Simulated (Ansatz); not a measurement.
# TiB2: stress in a strained cell, part 1 of 2

Aim: deform TiB2 (equal xy, yz and zx engineering shear strains of +1 %) and compute stress, forces and field gradients with LAPW, PAW and all-electron datasets made for the crystal.

Program: Ansatz 0.2.0. Level of theory: DFT PBE, scalar-relativistic. These are calculated values, not measurements.

## (1) The starting structure

Symmetry: P6/mmm, No. 191, hexagonal system. Conventional cell: a = 3.029 Å, b = 3.029 Å, c = 3.228 Å, α = 90.00°, β = 90.00°, γ = 120.00°. Ti (site symmetry 6/mmm) is surrounded by 12 B at 2.38 Å. B (site symmetry -6m2) is surrounded by 3 B at 1.75 Å and 6 Ti at 2.38 Å.

Coordinates:

```
Ti B
1.0
     3.02920    0.00000    0.00000
    -1.51460    2.62336    0.00000
     0.00000    0.00000    3.22840
Ti B
1 2
Cartesian
  0.0000 0.0000 0.0000
  0.0000 1.7489 1.6142
  1.5146 0.8745 1.6142
```

Atoms are numbered in the order of the input: Ti1, B2, B3.

## (2) After the deformation

Space group P6/mmm before, P-1 after.

## (3) LAPW, all electrons

File input.yaml:

```yaml
crystal:
  lattice:
    - [3.0291982016, 0.015145991, 0.015145991]
    - [-1.5014822878, 2.6157896002, 0.0055438175]
    - [0.016142, 0.016142, 3.2284]
  atoms:
    - { symbol: Ti, position: [0.0, 0.0, 0.0] }
    - { symbol: B, position: [0.3333333333, 0.6666666667, 0.5] }
    - { symbol: B, position: [0.6666666667, 0.3333333333, 0.5] }
kpoints:
  mp_grid: { grid: [15, 15, 13] }
  band_path:
    path:
      - [0.0, 0.0, 0.0]
      - [0.0, -0.5, 0.0]
      - [0.0, 0.0, 0.5]
      - [0.0, 0.0, 0.0]
      - [-0.5, 0.0, 0.0]
      - [-0.5, 0.5, -0.5]
      - [0.0, 0.0, 0.0]
      - [-0.5, 0.0, -0.5]
      - [-0.5, 0.5, 0.0]
    npoints: 5
scf:
  occupations: { method: fermi_dirac, width: 0.08 }
hamiltonian:
  xc: pbe
  pseudopotentials: { kind: all_electron, lapw: { basis_error: 0.001 } }
output:
  forces: true
  stress: true
  eigenvalues: true
```

On the command line:

```bash
$ ansatz run input.yaml --threads 1 --pin off --max-ram 6144MiB --backend cpu --events-out ev --progress --plain --runs-dir out
```

Output:

```text
LAPW: plane waves up to 9.059 Å⁻¹, error target 1.0e-3 eV per atom; small_component_spin mean_spin; B in spheres of 0.871 Å, 5 of its electrons in bands, Dirac shells []; Ti in spheres of 1.237 Å, 18 of its electrons in bands, Dirac shells []
Engine: ansatz 0.2.0
Pseudopotentials: kind: all_electron
Pseudopotential: Ti, LAPW, valence charge 18, Koelling and Harmon's equation, gaussian nucleus
Pseudopotential: B, LAPW, valence charge 5, Koelling and Harmon's equation, gaussian nucleus
Functional definition: PBE
  parameter kappa = 0.804
  parameter beta = 0.06672455060314922
  exchange = pbe_x(kappa = kappa, mu = beta*pi^2/3)
  correlation = pbe_c(beta = beta)
Crystal: 3 atoms, lattice volume = 25.653 Å³
Basis set: ecut = 312.697998433602 eV, 327 PW (Γ), exchange–correlation at level 2
Bands: 18, of which v1, the nominal top of the filled ones, is band 14 counted from 1 (13 counted from 0)
Symmetry: 2 space group operations
Space group: P-1 (ITA 2), of the structure as read, at distance tolerance 2.9e-5 Å
k-points: 1463 of 2925
Non-local potential: Ti, projectors of the file, none
Non-local potential: B, projectors of the file, none
Initial density: superposition of atomic densities (chi_scale 0.1, normalization cell, long waves kept (reshape's long-wave potential 0.00 eV rms))
Initial wavefunctions: plane waves of lowest kinetic energy (no species holds an atomic orbital)
Functional: x = pbe(κ = 0.804, μ = 0.2195149727645171), c = pbe(β = 0.06672455060314922)
iter 1 solved again at ethr=1.58e-2 eV; its pass at ethr=1.00e-1 eV (dr2=4.42e0 eV) is discarded
SCF iter   1: F=—  HF=-24590.687384 eV  |F-HF|=—  |Δ(HF+E_count)|=         —  Δρ=9.92e-2  dr2=4.42e0  ethr=1.58e-2  ⟨swp⟩=2.0  Hψ=172105  notcnv=0
preconditioner: auto → none  [metal: Δε(μ)=0.015 eV  Ē_g=9.754 eV  σ=0.080 eV  W_gap=0.05  n_scr=8 (ndim 8)  ℏωp=23.2 eV  f_vac=0.000  D(μ)=0.37/eV (n_scr^D=0)  sad-step TF]
iter 2 solved again at ethr=5.55e-4 eV; its pass at ethr=1.58e-2 eV (dr2=1.55e-1 eV) is discarded
SCF iter   2: F=—  HF=-24589.064557 eV  |F-HF|=—  |Δ(HF+E_count)|=    1.62e0  Δρ=2.25e-2  dr2=1.54e-1  ethr=5.55e-4  ⟨swp⟩=2.0  Hψ=133808  notcnv=0
SCF iter   3: F=—  HF=-24588.918886 eV  |F-HF|=—  |Δ(HF+E_count)|=         —  Δρ=8.85e-3  dr2=1.42e-2  ethr=5.51e-4  ⟨swp⟩=3.0  Hψ=83245  notcnv=0
the basis was enlarged: its passes take 83.4 KiB over the memory plan, 1 of 1 planned eigensolver slots
SCF iter   4: F=—  HF=-24588.909098 eV  |F-HF|=—  |Δ(HF+E_count)|=   9.79e-3  Δρ=2.54e-3  dr2=9.44e-4  ethr=5.09e-5  ⟨swp⟩=3.0  Hψ=76976  notcnv=0
SCF iter   5: F=—  HF=-24588.908906 eV  |F-HF|=—  |Δ(HF+E_count)|=   1.92e-4  Δρ=3.88e-4  dr2=2.61e-5  ethr=3.37e-6  ⟨swp⟩=2.6  Hψ=74640  notcnv=0
SCF iter   6: F=—  HF=-24588.908904 eV  |F-HF|=—  |Δ(HF+E_count)|=   1.72e-6  Δρ=3.01e-5  dr2=1.11e-7  ethr=9.32e-8  ⟨swp⟩=2.1  Hψ=73685  notcnv=0
SCF iter   7: F=-24588.908904 eV  HF=-24588.908904 eV  |F-HF|=4.72e-9  |Δ(HF+E_count)|=   1.10e-7  Δρ=5.28e-6  dr2=5.76e-9  ethr=3.97e-10  ⟨swp⟩=3.0  Hψ=79420  notcnv=0
SCF 1 converged in 7 iterations: F = -24588.908904 eV  dr2 = 5.76e-9
NSCF: frozen V_eff on 41 k-points
SCF converged after 7 iterations
Free energy (F): -24588.908904 eV
Harris-Foulkes:  -24588.908904 eV  (|F-HF|=4.72e-9)
Internal energy: -24588.900806 eV  (E = F + TS)
E sigma→0 (E₀):  -24588.904855 eV
Entropy (-TS):   -0.008098 eV (-2.699 meV/atom)
Fermi energy:    15.646692 eV
--- Per-component energies (eV) ---
  E_band       = -3251.976468
  E_kinetic    = 24806.554247
  E_xc         = -1373.107265
  E_electrostatic = -48022.347788  (all electrons and nuclei)
  E_smearing   = -0.008098  (= −TS)
  E_closure    = 0.000000  (closes the sum)
  E_atoms      = -24565.595174  (free atoms, spherical and without spin; not in F)
  Σ components = -24588.908904   (vs F -24588.908904, Δ=0.00e0)
  Basis errors (estimates in eV, not in F): energy 3.9e-4 per atom: plane waves 3.5e-4 (1.9e-4 summed), levels above the bands 3.4e-28, relativity 9.7e-9, radial functions 3.5e-5, core shells 1.7e-7; eigenvalues (radial functions only) 3.3e-6; not estimated: angular momenta, meshes, grids; target (lapw.basis_error) 1.0e-3; muffin-tin radii B 0.871 Å, Ti 1.237 Å
--- Forces (eV/Å), atoms counted from 1 ---
  atom   1  Ti     0.00000000     0.00000000     0.00000000
  atom   2  B     -0.03331858     0.00139286    -0.00101856
  atom   3  B      0.03331858    -0.00139286     0.00101856
  max |Σ_I F_I| component: 0.00e0 eV/Å
--- Stress (GPa, compression-positive) ---
        0.674826      -2.923840      -2.547596
       -2.923840       0.660108      -2.547245
       -2.547596      -2.547245      -0.297473
  P = ⅓ Tr σ = 0.3458 GPa (3.458 kbar)
--- Band table (eV; the first three rows and the last of 1463) ---
  k-point 0: bands = ["-422.8663", "-422.8298", "-422.8267", "-157.3748", "-157.3580", "-41.2962", "-17.6556", "-17.3509", "-17.3362", "2.1156", "12.9734", "13.0673", "13.2974", "13.5163", "17.5107", "17.5351", "19.2660", "19.3036"]
  k-point 1: bands = ["-422.8663", "-422.8298", "-422.8267", "-157.3748", "-157.3580", "-41.2953", "-17.6672", "-17.3499", "-17.3353", "2.1945", "12.4137", "13.0367", "13.1302", "14.3155", "17.3048", "17.3347", "19.1262", "19.1668"]
  k-point 2: bands = ["-422.8663", "-422.8298", "-422.8267", "-157.3748", "-157.3580", "-41.2930", "-17.6994", "-17.3474", "-17.3327", "2.4241", "11.3813", "13.2229", "13.3149", "15.1235", "16.8426", "16.8811", "18.7337", "18.7821"]
  k-point 1462: bands = ["-422.8663", "-422.8298", "-422.8267", "-157.3698", "-157.3630", "-41.2436", "-17.7271", "-17.5997", "-17.4336", "5.4497", "7.3622", "11.8226", "12.4201", "13.8960", "16.7844", "18.1459", "18.5559", "19.6064"]
```

Wall time 2.8 min (1 thread of Intel Xeon Platinum 8488C (Sapphire Rapids), shared host); peak memory 2.5 GiB.

Read from it: pressure 0.35 GPa; no gap; largest force 0.033 eV/Å.

## (4) Frozen-core PAW

File input.yaml:

```yaml
crystal:
  lattice:
    - [3.0291982016, 0.015145991, 0.015145991]
    - [-1.5014822878, 2.6157896002, 0.0055438175]
    - [0.016142, 0.016142, 3.2284]
  atoms:
    - { symbol: Ti, position: [0.0, 0.0, 0.0] }
    - { symbol: B, position: [0.3333333333, 0.6666666667, 0.5] }
    - { symbol: B, position: [0.6666666667, 0.3333333333, 0.5] }
kpoints:
  mp_grid: { grid: [15, 15, 13] }
scf:
  occupations: { method: fermi_dirac, width: 0.08 }
hamiltonian:
  xc: pbe
  pseudopotentials: { kind: paw }
output:
  forces: true
  stress: true
  eigenvalues: true
  efg: { contact_densities: true }
  write_density: true
  write_potential: true
  elf: true
  volumetric_format: npy
```

On the command line:

```bash
$ ansatz run input.yaml --threads 1 --pin off --max-ram 6144MiB --backend cpu --events-out ev --progress --plain --runs-dir out
```

Output:

```text
[... 1 set-up line as earlier in the session ...]
Pseudopotentials: kind: paw
Pseudopotential: Ti, paw, valence charge 12, recommended cutoff 420 eV (normal)
Pseudopotential: B, paw, valence charge 3, recommended cutoff 420 eV (normal)
[... 5 set-up lines as earlier in the session ...]
Crystal: 3 atoms, lattice volume = 25.653 Å³
Basis set: ecut = 420 eV, 503 PW (Γ), exchange–correlation on 48×48×48 points (8 copies of the dense FFT grid, shifted against one another)
Bands: 13, of which v1, the nominal top of the filled ones, is band 9 counted from 1 (8 counted from 0)
[... 2 set-up lines as earlier in the session ...]
k-points: 1463 of 2925
Non-local potential: Ti, projectors of the file, l = 0: 3, l = 1: 2, l = 2: 3, l = 3: 1
Non-local potential: B, projectors of the file, l = 0: 2, l = 1: 2, l = 2: 1
PAW form: soft (Blöchl's): semilocal exchange-correlation on the pseudo side does not see the compensation charge
PAW one-centre angular grid: Ti, 590 points (default); XC on 64 Gauss nodes
PAW one-centre angular grid: B, 110 points (default); XC on 64 Gauss nodes
Initial density: superposition of atomic densities (neutral atoms: chi_scale 0, normalization atom), corrected by the library's trained network
Initial wavefunctions: pseudopotential atomic-orbital guess
[... 1 set-up line as earlier in the session ...]
SCF iter   1: F=—  HF=-2814.691708 eV  |F-HF|=—  |Δ(HF+E_count)|=         —  Δρ=2.95e-3  dr2=1.73e-3  ethr=1.77e-3  ⟨swp⟩=4.3  Hψ=92441  notcnv=0
preconditioner: auto → none  [metal: Δε(μ)=0.021 eV  Ē_g=8.109 eV  σ=0.080 eV  W_gap=0.07  n_scr=8 (ndim 8)  ℏωp=23.2 eV  f_vac=0.000  D(μ)=0.38/eV (n_scr^D=0)  sad-step TF]
SCF iter   2: F=—  HF=-2814.691136 eV  |F-HF|=—  |Δ(HF+E_count)|=   5.72e-4  Δρ=1.59e-3  dr2=5.39e-4  ethr=9.63e-6  ⟨swp⟩=1.4  Hψ=33455  notcnv=0
SCF iter   3: F=—  HF=-2814.691032 eV  |F-HF|=—  |Δ(HF+E_count)|=   1.05e-4  Δρ=1.36e-4  dr2=4.52e-6  ethr=2.99e-6  ⟨swp⟩=2.8  Hψ=30199  notcnv=0
SCF iter   4: F=—  HF=-2814.691023 eV  |F-HF|=—  |Δ(HF+E_count)|=   8.67e-6  Δρ=2.83e-5  dr2=1.90e-7  ethr=2.51e-8  ⟨swp⟩=2.8  Hψ=31606  notcnv=0
iter 5 did not close the SCF: its close was put off for the readings that it lacked (scf_convergence_deferred on its scf_iter line)
SCF iter   5: F=-2814.691023 eV  HF=-2814.691023 eV  |F-HF|=1.96e-9  |Δ(HF+E_count)|=   3.03e-8  Δρ=3.99e-6  dr2=3.94e-9  ethr=1.05e-9  ⟨swp⟩=3.0  Hψ=32666  notcnv=0
SCF iter   6: F=-2814.691023 eV  HF=-2814.691023 eV  |F-HF|=2.82e-11  |Δ(HF+E_count)|=  1.77e-10  Δρ=5.65e-7  dr2=7.19e-11  ethr=2.19e-11  ⟨swp⟩=4.2  Hψ=90541  notcnv=0
SCF 1 converged in 6 iterations: F = -2814.691023 eV  dr2 = 7.19e-11
SCF converged after 6 iterations
Free energy (F): -2814.691023 eV
Harris-Foulkes:  -2814.691023 eV  (|F-HF|=2.82e-11)
Internal energy: -2814.682924 eV  (E = F + TS)
E sigma→0 (E₀):  -2814.686974 eV
Entropy (-TS):   -0.008098 eV (-2.699 meV/atom)
Fermi energy:    15.191296 eV
--- Per-component energies (eV) ---
  E_band       = -93.629213
  E_kinetic    = 376.023486
  E_local      = -787.461809  (includes V_loc(G=0)·N_el)
  E_nonlocal   = 28.815989
  E_hartree    = 333.854290
  E_xc         = -165.112620
  E_vxc        = -202.816881  (∫ρ·V_xc dr)
  E_paw        = -1204.614333  (= ΣΔE_a)
  E_vpaw       = -175.898682  (= ΣTr[D̂ρ^β])
  E_aug_tail   = 0.000099  (compensation charges beyond the density's cutoff)
  E_ewald      = -1396.188027
  E_smearing   = -0.008098  (= −TS)
  E_closure    = 0.000000  (closes the sum)
  Σ components = -2814.691023   (vs F -2814.691023, Δ=0.00e0)
--- Forces (eV/Å), atoms counted from 1 ---
  atom   1  Ti     0.00000000     0.00000000     0.00000000
  atom   2  B     -0.03342739     0.00139710    -0.00102049
  atom   3  B      0.03342739    -0.00139710     0.00102049
  max |Σ_I F_I| component: 0.00e0 eV/Å
--- Stress (GPa, compression-positive) ---
        0.689371      -2.922515      -2.546224
       -2.922515       0.674619      -2.545790
       -2.546224      -2.545790      -0.335478
  P = ⅓ Tr σ = 0.3428 GPa (3.428 kbar)
--- PAW observables at the nuclei: V_zz in 10²¹ V/m², potentials from the cell's mean, atoms counted from 1 ---
  atom   1  Ti V_zz =    +2.208799   η = 0.1743   by run symmetry: allowed
            electrostatic potential = -2532.980931 V   contact ρ = 56783.039780 e/Å³
  atom   2  B  V_zz =    +0.306907   η = 0.2796   by run symmetry: allowed
            electrostatic potential = -331.567443 V   contact ρ = 486.233676 e/Å³
  atom   3  B  V_zz =    +0.306907   η = 0.2796   by run symmetry: allowed
            electrostatic potential = -331.567443 V   contact ρ = 486.233676 e/Å³
--- Band table (eV; the first three rows and the last of 1463) ---
  k-point 0: bands = ["-41.7490", "-18.1086", "-17.8019", "-17.7871", "1.6583", "12.5186", "12.6125", "12.8428", "13.0610", "17.0545", "17.0790", "18.8106", "18.8484"]
  k-point 1: bands = ["-41.7482", "-18.1202", "-17.8009", "-17.7862", "1.7372", "11.9591", "12.5820", "12.6755", "13.8598", "16.8487", "16.8787", "18.6710", "18.7117"]
  k-point 2: bands = ["-41.7458", "-18.1524", "-17.7984", "-17.7836", "1.9671", "10.9269", "12.7683", "12.8603", "14.6673", "16.3867", "16.4252", "18.2787", "18.3271"]
  k-point 1462: bands = ["-41.6963", "-18.1785", "-18.0526", "-17.8846", "4.9947", "6.9076", "11.3681", "11.9645", "13.4410", "16.3289", "17.6913", "18.1009", "19.1505"]
```

Wall time 28 s (1 thread of Intel Xeon Platinum 8488C (Sapphire Rapids), shared host); peak memory 0.81 GiB.

In short: pressure 0.34 GPa; no gap; largest force 0.033 eV/Å; Vzz Ti1 2.21 (η = 0.17), B2 0.31 (η = 0.28) (10²¹ V/m²).

Density in a lattice plane of the grid's cell (edges 3.03 and 3.02 Å, at 0.500 of the third edge), which holds B.

Values in e/Å³, 12 rows by 12 columns:
```
0.20 0.24 0.33 0.47 0.66 0.80 0.81 0.66 0.47 0.32 0.24 0.20
0.26 0.33 0.46 0.63 0.75 0.79 0.77 0.63 0.45 0.32 0.26 0.24
0.37 0.47 0.63 0.71 0.57 0.57 0.71 0.63 0.47 0.37 0.32 0.32
0.54 0.66 0.74 0.57 0.36 0.57 0.77 0.67 0.55 0.47 0.45 0.47
0.71 0.79 0.78 0.57 0.57 0.78 0.82 0.73 0.67 0.63 0.63 0.66
0.79 0.81 0.77 0.71 0.78 0.82 0.81 0.82 0.78 0.71 0.77 0.81
0.71 0.66 0.63 0.63 0.67 0.73 0.82 0.78 0.57 0.57 0.78 0.79
0.54 0.47 0.45 0.47 0.55 0.67 0.77 0.57 0.36 0.57 0.74 0.66
0.37 0.32 0.32 0.37 0.47 0.63 0.71 0.57 0.57 0.71 0.63 0.47
0.26 0.24 0.26 0.32 0.45 0.63 0.77 0.79 0.75 0.63 0.46 0.33
0.20 0.20 0.24 0.32 0.47 0.66 0.81 0.80 0.66 0.47 0.33 0.24
0.18 0.20 0.26 0.37 0.54 0.71 0.80 0.71 0.54 0.37 0.26 0.20
```
Columns run along the first of these edges and rows up along the second, over one cell in 12 and 12 even steps from the bottom left corner. Atoms in the plane (fractional): B at (0.33, 0.67), B at (0.67, 0.33).

ELF in the same plane.

Ten even steps from ' ' (0.01) to '@' (0.86):
```
::::::--==++**##%%@@@@@@@@@@@@%%##**++==--::::::
::----==++**######%%%%%%%%%%####****++==--::::::
--====++**********++++************++++==--------
==++++******++==--::::--==++********++==========
****####**==::..      ..::==**####****++++++++++
########++--..        ..==**##%%####************
%%%%%%##==::        ..--**##%%%%%%####******##%%
@@@@%%##==::      ..--**%%@@@@@@%%##******##%%%%
@@@@%%##==::....::==**%%@@@@@@%%##**++++**##%%@@
@@@@%%##++--::--++##%%@@@@@@%%##++--::--++##%%@@
@@@@%%##**++++**##%%@@@@@@%%**==::....::==##%%@@
@@%%%%##******##%%@@@@@@%%**--..      ::==##%%@@
%%%%##******####%%%%%%##**--..        ::==##%%%%
##************####%%##**==..        ..--++######
**++++++++++****####**==::..      ..::==**####**
============++********++==--::::--==++******++++
----------==++++************++++**********++====
::::::::--==++****####%%%%%%%%%%######**++==----
::::::::--==++**##%%@@@@@@@@@@@@%%##**++==--::::
....::::--==**##%%@@@@@@@@@@@@@@%%##**==--::::..
```
Columns run along the first of these edges and rows up along the second, over one cell in 24 and 20 even steps from the bottom left corner. Atoms in the plane (fractional): B at (0.33, 0.67), B at (0.67, 0.33).

Both are smooth fields of the valence electrons: close to the nuclei they are not physical.

Maxima of ELF outside the ion cores: 0.86 on the B–B line, 0.9 Å from B.

(Continued in part 2 of 2.)
